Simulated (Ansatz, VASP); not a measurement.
## One calculation of Ru, two programs

```
Ru
1.0
    -1.33664    1.33664    1.89129
     1.33664   -1.33664    1.89129
     1.33664    1.33664   -1.89129
Ru
1
Cartesian
  0.0000 0.0000 0.0000
```

Alike in both runs: functional r2SCAN; k mesh 8 × 8 × 8; occupations gaussian, width 0.1 eV; no spin polarisation.

Ansatz relaxed the structure, and its values are those at the end. VASP's run is a single point on that final structure, the one shown.

|  | VASP | Ansatz |
| --- | --- | --- |
| version | VASP 6.6.1 | Ansatz 0.2.0 |
| potentials or method | VASP PAW PBE potentials, release 64 (Ru_pv) | scalar-relativistic, plane waves, PAW |
| plane-wave cutoff (eV) | 520 | 500 |
| valence electrons in the cell | 14 | 16 |

VASP gave:

```
gap on the k mesh at the Fermi level (eV) : none
pressure (GPa)                            : 1.4
```

**Question.** What did Ansatz give for the same quantities?

**Answer.** gap on the k mesh at the Fermi level (eV): none; pressure (GPa): -0.1.

A gap of «none» marks a metal or a gap that the smearing closes. The two sets of potentials don't hold the same shells in valence.

Caveats: the k mesh is coarse (spacing up to 0.42 Å⁻¹), so the values aren't converged; the PAW data sets were made with another functional, which shifts forces and pressure a little (VASP).
